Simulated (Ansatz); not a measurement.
## Ag under changes of volume

One of the cells (18.154 Å³/atom); the others are scaled copies at fixed shape and fractional positions:

```xyz
1
Lattice="-1.6557 1.6557 1.6557 1.6557 -1.6557 1.6557 1.6557 1.6557 -1.6557" Properties=species:S:1:pos:R:3 pbc="T T T"
Ag    0.0000    0.0000    0.0000
```

This isn't the form of Ag at room conditions, which is fcc.

| Item | Value |
| --- | --- |
| Program | Ansatz 0.2.0 |
| Functional | LDA |
| Potentials or basis | Ansatz PAW |
| Cutoff | 420 eV (not typed: the program's choice for these potentials) |
| k mesh | 11 × 11 × 11 |
| Occupations | fermi-dirac, width 0.05 eV |
| Spin | no spin polarisation |

```tsv
volume (Å³/atom)	energy over the lowest point (meV/atom)	pressure (GPa)
17.065	0.00	-6.5
17.428	16.85	-8.4
17.791	37.77	-10.1
18.154	62.19	-11.5
18.517	89.59	-12.7
18.880	119.52	-13.7
19.243	?	?
```

Task: What does the run at 19.243 Å³/atom give?

Result: Energy over the lowest point 151.59 meV/atom; pressure -14.6 GPa.

Worked out: A Birch-Murnaghan fit of order 3 (a polynomial in V^(-2/3)) to the other rows has no minimum within the range. It gives 151.60 meV/atom at 19.243 Å³/atom, against the run's 151.59, and -dE/dV = -14.6 GPa, against -14.6.

Energies are extrapolated to zero smearing.

Caveats: the PAW data sets come from PBE, with cores solved anew for the run's functional, which leaves a small shift of forces and pressure.
